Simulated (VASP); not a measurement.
# SiC (F-43m) in VASP: notebook

The runs below take SiC through relaxation of cell and atoms, single point, with PBE+D3(BJ), PBEsol.

All numbers are computed with VASP 6.6.1; they aren't measurements. Logs are shortened: lines on timing, memory, paths and dates and some standing lists are left out, and cuts for length are marked.

**Experimental background.**

“Insight into the structural, elastic and electronic properties of a new orthorhombic 6O-SiC polytype”, 2020, pmc:7200658 quotes, for a bulk crystal of SiC: band gap 2.4 eV (indirect).

The runs below are set against these values where they give the same quantity.

## Step 1: The structure

The structure is cubic, space group F-43m (No. 216). Conventional cell: a = 4.354 Å, b = 4.354 Å, c = 4.354 Å, α = 90.00°, β = 90.00°, γ = 90.00°. Around Si (site symmetry -43m) lie 4 C at 1.89 Å. C (site symmetry -43m) is surrounded by 4 Si at 1.89 Å.

The cell is a database's computed one.

## Step 2: Relaxation of cell and atoms, PBE+D3(BJ)

File INCAR:

```
ALGO = Normal
EDIFF = 1E-7
EDIFFG = -0.005
ENCUT = 600
GGA = PE
IBRION = 2
ISIF = 3
ISMEAR = 0
IVDW = 12
LASPH = T
LCHARG = F
LREAL = F
LWAVE = F
NELM = 80
NSW = 90
PREC = Accurate
SIGMA = 0.02
```

File KPOINTS:

```
k-points
0
Gamma
  10 10 10
```

File POSCAR:

```
SiC
1.0
    0.0000000000      2.1769966200      2.1769966200
    2.1769966200      0.0000000000      2.1769966200
    2.1769966200      2.1769966200      0.0000000000
Si C
1 1
Direct
    0.7500000000      0.7500000000      0.7500000000
    0.0000000000      0.0000000000      0.0000000000
```

Potentials or basis: VASP PAW PBE potentials, release 64 (Si, C).

On the command line:

```sh
$ cat potpaw_PBE.64/Si/POTCAR potpaw_PBE.64/C/POTCAR > POTCAR
$ mpirun -np 1 vasp_std > vasp.out
```

OUTCAR:

```text
EDIFF = 1E-7
   EDIFFG = -0.005
   ENCUT = 600
   GGA = PE
   IBRION = 2
   ISIF = 3
   ISMEAR = 0
   IVDW = 12
   LASPH = T
   LREAL = F
   NELM = 80
   NSW = 90
   PREC = Accurate
 IVDW          = 12

 ion  position               nearest neighbor table
   1  0.750  0.750  0.750-   2 1.89   2 1.89   2 1.89   2 1.89
   2  0.000  0.000  0.000-   1 1.89   1 1.89   1 1.89   1 1.89

  LATTYP: Found a face centered cubic cell.
 ALAT       =     4.3539932400

  Lattice vectors:

 A1 = (   0.0000000000,   2.1769966200,   2.1769966200)
 A2 = (   2.1769966200,   0.0000000000,   2.1769966200)
 A3 = (   2.1769966200,   2.1769966200,   0.0000000000)

Analysis of symmetry for initial positions (statically):
=====================================================================
 Subroutine PRICEL returns:
 Original cell was already a primitive cell.

 Routine SETGRP: Setting up the symmetry group for a
 face centered cubic supercell.

 Subroutine GETGRP returns: Found 24 space group operations
 (whereof 24 operations were pure point group operations)
 out of a pool of 48 trial point group operations.

The static configuration has the point symmetry T_d .

Analysis of symmetry for dynamics (positions and initial velocities):
=====================================================================
 Subroutine PRICEL returns:
 Original cell was already a primitive cell.

 Routine SETGRP: Setting up the symmetry group for a
 face centered cubic supercell.

 Subroutine GETGRP returns: Found 24 space group operations
 (whereof 24 operations were pure point group operations)
 out of a pool of 48 trial point group operations.

The dynamic configuration has the point symmetry T_d .

 Subroutine INISYM returns: Found 24 space group operations
 (whereof 24 operations are pure point group operations),
 and found     1 'primitive' translations

----------------------------------------------------------------------------------------

                                     Primitive cell

  volume of cell :      20.6349

  direct lattice vectors                    reciprocal lattice vectors
     0.000000000  2.176996620  2.176996620    -0.229674220  0.229674220  0.229674220
     2.176996620  0.000000000  2.176996620     0.229674220 -0.229674220  0.229674220
     2.176996620  2.176996620  0.000000000     0.229674220  0.229674220 -0.229674220

  length of vectors
     3.078738145  3.078738145  3.078738145     0.397807418  0.397807418  0.397807418

  position of ions in fractional coordinates (direct lattice)
     0.750000000  0.750000000  0.750000000
     0.000000000  0.000000000  0.000000000

  ion indices of the primitive-cell ions
   primitive index   ion index
                 1           1
                 2           2

----------------------------------------------------------------------------------------

 KPOINTS: k-points

Automatic generation of k-mesh.
 Grid dimensions read from file:
 generate k-points for:   10   10   10

 Generating k-lattice:

  Cartesian coordinates                     Fractional coordinates (reciprocal lattice)
    -0.022967422  0.022967422  0.022967422     0.100000000  0.000000000  0.000000000
     0.022967422 -0.022967422  0.022967422     0.000000000  0.100000000  0.000000000
     0.022967422  0.022967422 -0.022967422     0.000000000  0.000000000  0.100000000

  Length of vectors
     0.039780742  0.039780742  0.039780742

  Shift w.r.t. Gamma in fractional coordinates (k-lattice)
     0.000000000  0.000000000  0.000000000

 Subroutine IBZKPT returns following result:
 ===========================================

 Found     47 irreducible k-points:

 Following reciprocal coordinates:
            Coordinates               Weight
  0.000000  0.000000  0.000000      1.000000
  0.100000  0.000000  0.000000      8.000000
  0.200000  0.000000  0.000000      8.000000
  0.300000  0.000000  0.000000      8.000000
  0.400000  0.000000  0.000000      8.000000
  0.500000  0.000000  0.000000      4.000000
[... 16 lines left out ...]
  0.300000  0.300000  0.000000      6.000000
  0.400000  0.300000  0.000000     24.000000
 [... further k-points ...]
   k-points           NKPTS =     47   k-points in BZ     NKDIM =     47   number of bands    NBANDS=      8
   number of dos      NEDOS =    301   number of ions     NIONS =      2
   total plane-waves  NPLWV =  21952
   dimension x,y,z NGX =    28 NGY =   28 NGZ =   28
   dimension x,y,z NGXF=    56 NGYF=   56 NGZF=   56
   ions per type =               1   1
   NGX,Y,Z   is equivalent  to a cutoff of  15.12, 15.12, 15.12 a.u.
   NGXF,Y,Z  is equivalent  to a cutoff of  30.24, 30.24, 30.24 a.u.
 SYSTEM =  unknown system
   PREC   = accura    normal or accurate (medium, high low for compatibility)
   ISTART =      0    job   : 0-new  1-cont  2-samecut
   ICHARG =      2    charge: 1-file 2-atom 10-const
   ISPIN  =      1    spin polarized calculation?
   LNONCOLLINEAR =      F non collinear calculations
   LSORBIT =      F    spin-orbit coupling
   LASPH  =      T    aspherical Exc in radial PAW
   ENCUT  =  600.0 eV  44.10 Ry    6.64 a.u.   6.15  6.15  6.15*2*pi/ulx,y,z
   NELM   =     80;   NELMIN=  2; NELMDL= -5     # of ELM steps
   EDIFF  = 0.1E-06   stopping-criterion for ELM
   LREAL  =      F    real-space projection
   EDIFFG = -.5E-02   stopping-criterion for IOM
   NSW    =     90    number of steps for IOM
   IBRION =      2    ionic relax: 0-MD 1-quasi-New 2-CG
   NFREE  =      1    steps in history (QN), initial steepest desc. (CG)
   ISIF   =      3    stress and relaxation
   ISYM   =      2    0-nonsym 1-usesym 2-fastsym
   POTIM  = 0.5000    time-step for ionic-motion
   TEBEG  =    0.0;   TEEND  =   0.0 temperature during run
   PSTRESS=    0.0 pullay stress
   NELECT =       8.0000    total number of electrons
   NUPDOWN=      -1.0000    fix difference up-down
   EMIN   =  10.00;   EMAX   =-10.00  energy-range for DOS
   EFERMI =   0.00;   METHOD = LEGACY
   ISMEAR =     0;   SIGMA  =   0.02  broadening in eV -4-tet -1-fermi 0-gaus
   EFERMI_NEDOS =   21; number of points for ismear=-14 and -15
   IALGO  =     38    algorithm
   IMIX   =      4    mixing-type and parameters
     AMIX     =   0.40;   BMIX     =  1.00
     AMIX_MAG =   1.60;   BMIX_MAG =  1.00
  volume/ion in A,a.u.               =      10.32        69.63
  Fermi-wavevector in a.u.,A,eV,Ry     =   1.193723  2.255810 19.387972  1.424976
  Thomas-Fermi vector in A             =   2.329731
   LORBIT       =      0    0 simple, 1 ext, 2 COOP (PROOUT), +10 PAW based schemes
   GGA     = PE    functional components
   LHFCALC =     F    Hartree Fock is set to
   AEXX    =    0.0000 exact exchange contribution
   IVDW    =    12    specifies the selected vdW correction
   LEPSILON=     F    determine dielectric tensor
   LRPA    =     F    only Hartree local field effects (RPA)
 conjugate gradient relaxation of ions
 non-spin polarized calculation
 Gauss-broadening in eV      SIGMA  =   0.02
  energy-cutoff  :      600.00
  volume of cell :       20.63
 maximum number of plane-waves:       701
 NGX is ok and might be reduce to    28
   NGX = 13   NGY = 13   NGZ = 13

--------------------------------------- Ionic step        1  -------------------------------------------

 number of electron       8.0000000 magnetization

 Free energy of the ion-electron system (eV)
  ---------------------------------------------------
  ext. energy  EPLUGINS =         0.00000000
  ---------------------------------------------------
  free energy    TOTEN  =       -15.05786719 eV

  energy without entropy =      -15.05786719  energy(sigma->0) =      -15.05786719

------------------------ aborting loop because EDIFF is reached ----------------------------------------

 Edisp (eV)   -0.60389

 E8    (eV) :    -0.2269

  FORCE on cell =-STRESS in cart. coord.  units (eV):
  Direction    XX          YY          ZZ          XY          YZ          ZX
  --------------------------------------------------------------------------------------
  -------------------------------------------------------------------------------------
  Total      -0.12834    -0.12834    -0.12834     0.00000     0.00000     0.00000
  in kB      -9.96515    -9.96515    -9.96515     0.00000     0.00000     0.00000
  external pressure =       -9.97 kB  Pullay stress =        0.00 kB
[... 61 lines left out ...]
  energy  without entropy=      -15.6617411332  energy(sigma->0) =      -15.66174113

--------------------------------------- Ionic step        3  -------------------------------------------

 number of electron       8.0000000 magnetization

 Free energy of the ion-electron system (eV)
  ---------------------------------------------------
  ext. energy  EPLUGINS =         0.00000000
  ---------------------------------------------------
  free energy    TOTEN  =       -15.05537388 eV

  energy without entropy =      -15.05537388  energy(sigma->0) =      -15.05537388

 E-fermi :   8.2917     XC(G=0): -11.3883

 val. band max:        8.1890923656   @ k =   0.0000   0.0000   0.0000
 cond. band min:       9.5396351298   @ k =   0.5000   0.5000   0.0000
 fundamental gap:      1.3505427642
 Fermi energy:         8.2917225925

 k-point     1 :       0.0000    0.0000    0.0000
  band No.  band energies     occupation
      1      -7.2719      2.00000
      2       8.1891      2.00000
      3       8.1891      2.00000
      4       8.1891      2.00000
      5      14.5091      0.00000
      6      15.5486      0.00000
      7      15.5486      0.00000
      8      15.5486      0.00000
[... 243 lines left out ...]
 k-point    24 :       0.4000    0.3000    0.0000
  band No.  band energies     occupation
      1      -4.1114      2.00000
      2       2.6011      2.00000
      3       5.0235      2.00000
      4       5.5533      2.00000
      5      11.0650      0.00000
      6      13.8451      0.00000
      7      19.8908      0.00000
      8      20.1917      0.00000

 [... further k-points ...]

------------------------ aborting loop because EDIFF is reached ----------------------------------------

 Edisp (eV)   -0.60668

 E8    (eV) :    -0.2280

  FORCE on cell =-STRESS in cart. coord.  units (eV):
  Direction    XX          YY          ZZ          XY          YZ          ZX
  --------------------------------------------------------------------------------------
  -------------------------------------------------------------------------------------
  Total       0.00148     0.00148     0.00148     0.00000     0.00000     0.00000
  in kB       0.11509     0.11509     0.11509     0.00000     0.00000     0.00000
  external pressure =        0.12 kB  Pullay stress =        0.00 kB
[... 17 lines left out ...]
  FREE ENERGIE OF THE ION-ELECTRON SYSTEM (eV)
  ---------------------------------------------------
  free  energy   TOTEN  =       -15.6620557402 eV

  energy  without entropy=      -15.6620557402  energy(sigma->0) =      -15.66205574

 reached required accuracy - stopping structural energy minimisation
```

Run time: 29 s. Hardware: 1 thread of AMD EPYC 7R13 (Zen 3), shared host; peak memory 0.13 GiB.

What came out:

```yaml
Free_energy: -15.6621 eV
Relaxed_volume: 10.27 Å³/atom
Relaxed_cell: a = 3.074 Å, b = 3.074 Å, c = 3.074 Å, α = 60.00°, β = 60.00°, γ = 60.00°
Space_group_after_relaxing_to_0.05_Å: F-43m (No. 216)
Energy_gained_by_relaxing: 0.1 meV/atom
Ionic_steps: 3
Pressure_after_relaxing: 0.0 GPa
Band_gap_on_the_k_mesh: 1.35 eV, indirect (least direct gap 4.55 eV)
Dispersion_energy_per_atom: -0.303 eV
```

The path:
```tsv
step	energy change (eV)	largest force (eV/Å)	pressure (GPa)	volume (Å³)
1	0.0000	0.0000	-1.00	20.63
2	0.0000	0.0000	1.06	20.44
3	-0.0003	0.0000	0.01	20.54
```

Final structure:
```yaml
crystal:
  lattice:
    - [0.00000, 2.17366, 2.17366]
    - [2.17366, 0.00000, 2.17366]
    - [2.17366, 2.17366, 0.00000]
  atoms:
    - { symbol: Si, position: [0.75000, 0.75000, 0.75000] }
    - { symbol: C, position: [0.00000, 0.00000, 0.00000] }
```

Levels at points of the mesh, in eV from the valence-band top:
```tsv
k point	band 2	band 3	band 4	band 5	band 6	band 7
(0.00, 0.00, 0.00)	0.00	0.00	0.00	6.32	7.36	7.36
(0.50, 0.00, 0.00)	-8.57	-1.05	-1.05	5.50	7.26	7.26
(0.50, 0.50, 0.00)	-7.82	-3.20	-3.20	1.35	4.35	14.12
```

A k mesh can miss the band edges.

## Step 3: Relaxation of cell and atoms, PBEsol

Changes to INCAR since step 2:

```diff
@@ -3,4 +3,4 @@
 EDIFFG = -0.005
-ENCUT = 600
-GGA = PE
+ENCUT = 300
+GGA = PS
 IBRION = 2
@@ -8,3 +8,2 @@
 ISMEAR = 0
-IVDW = 12
 LASPH = T
```

KPOINTS is that of step 2.

POSCAR is that of step 2.

Potentials or basis: VASP PAW PBE potentials, release 64 (Si, C).

On the command line:

```sh
$ cat potpaw_PBE.64/Si/POTCAR potpaw_PBE.64/C/POTCAR > POTCAR
$ mpirun -np 1 vasp_std > vasp.out
```

Run time: 9.6 s. Hardware: 1 thread of AMD EPYC 7R13 (Zen 3), shared host; peak memory 0.08 GiB.

The run converged, but a check on its numbers failed (symmetry, net force, bounds or a known fault of this set-up), so they aren't taken as properties of the crystal.

Caveat: the cutoff lies under the usual one of these potentials, so the numbers hold a large basis-set error; the PAW data sets were made with another functional, which shifts forces and pressure a little.

## Step 4: Relaxation of cell and atoms, PBEsol

Changes to INCAR since step 3:

```diff
@@ -3,3 +3,3 @@
 EDIFFG = -0.005
-ENCUT = 300
+ENCUT = 600
 GGA = PS
```

File KPOINTS:

```
k-points
0
Gamma
  4 4 4
```

POSCAR is that of step 3.

On the command line:

```sh
$ cat potpaw_PBE.64/Si/POTCAR potpaw_PBE.64/C/POTCAR > POTCAR
$ mpirun -np 1 vasp_std > vasp.out
```

It took 7.8 s on 1 thread of AMD EPYC 7R13 (Zen 3), shared host; peak memory 0.11 GiB.

It converged, with:

* Free energy: -15.7849 eV
* Relaxed volume: 10.37 Å³/atom
* Relaxed cell: a = 3.084 Å, b = 3.084 Å, c = 3.084 Å, α = 60.00°, β = 60.00°, γ = 60.00°
* Space group after relaxing (to 0.05 Å): F-43m (No. 216)
* Energy gained by relaxing: 0.2 meV/atom
* Ionic steps: 3
* Pressure after relaxing: 0.0 GPa
* Band gap on the k mesh: 1.18 eV, indirect (least direct gap 4.41 eV)

The path:
```csv
step,energy change (eV),largest force (eV/Å),pressure (GPa),volume (Å³)
1,0.0000,0.0000,1.06,20.63
2,0.0001,0.0000,-1.12,20.84
3,-0.0003,0.0000,0.01,20.73
```

Final structure:
```yaml
crystal:
  lattice:
    - [0.00000, 2.18044, 2.18044]
    - [2.18044, 0.00000, 2.18044]
    - [2.18044, 2.18044, 0.00000]
  atoms:
    - { symbol: Si, position: [0.75000, 0.75000, 0.75000] }
    - { symbol: C, position: [0.00000, 0.00000, 0.00000] }
```

Levels at points of the mesh, in eV from the valence-band top:
| k point | band 1 | band 2 | band 3 | band 4 | band 5 | band 6 | band 7 | band 8 |
| --- | --- | --- | --- | --- | --- | --- | --- | --- |
| (0.00, 0.00, 0.00) | -15.44 | 0.00 | 0.00 | 0.00 | 6.15 | 7.18 | 7.18 | 7.18 |
| (0.50, 0.00, 0.00) | -11.83 | -8.62 | -1.06 | -1.06 | 5.32 | 7.08 | 7.08 | 9.88 |
| (0.50, 0.50, 0.00) | -10.36 | -7.86 | -3.23 | -3.23 | 1.18 | 4.14 | 13.90 | 13.90 |

Caveat: the k mesh is coarse (spacing up to 0.62 Å⁻¹), so the values aren't converged; the PAW data sets were made with another functional, which shifts forces and pressure a little. Expect the measured gap to be larger: semilocal functionals such as PBEsol lack the derivative discontinuity.

(Part 1 of 2 ends here.)
